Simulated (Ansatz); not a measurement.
All numbers below come from DFT PBE, scalar-relativistic, plane waves, PAW in Ansatz 0.2.0. Settings: cutoff 420 eV, Γ-centred meshes spaced at most about 0.3 Å⁻¹, and about 0.25 Å⁻¹ or finer for metals (2π included), Gaussian smearing. No spin polarisation in the final relaxations.

These are static total energies at zero pressure. All come from trial cells, and lower structures may exist.

Question: Order these relaxed structures of Ga by energy, lowest first, with the energy over the lowest of them.
A.

```
CELL_PARAMETERS angstrom
2.71602 0.00000 0.00000
0.00000 2.71602 0.00000
0.00000 0.00000 2.71602
ATOMIC_POSITIONS crystal
Ga 0.00000 0.00000 0.00000
```

B.

```
CELL_PARAMETERS angstrom
1.74176 -2.19808 0.00000
1.74176 2.19808 0.00000
-1.60412 0.00000 5.02531
ATOMIC_POSITIONS crystal
Ga 0.87089 0.12911 0.75000
Ga 0.12911 0.87089 0.25000
```

Answer: B (0 meV/atom), A (64 meV/atom). Forms: B C2/c; A simple cubic type, Pm-3m. Counting all near atoms (those within 1.25 times the shortest distance at each site; a plus sign parts nearer from farther groups): B has Ga 8+2; A has Ga 6.

Cells relaxed within their symmetry can be saddle points. The C2/c cell of Ga came from shaking the Pm-3m one. The part of the Crystallography Open Database at hand lists Ga in space groups No. 15, 63, 64, 139, 166 and others; sharing a group (C2/c) doesn't make a cell the listed structure. Some structure types and database cells were kept out of the candidates from the start, so a known form may be missing.
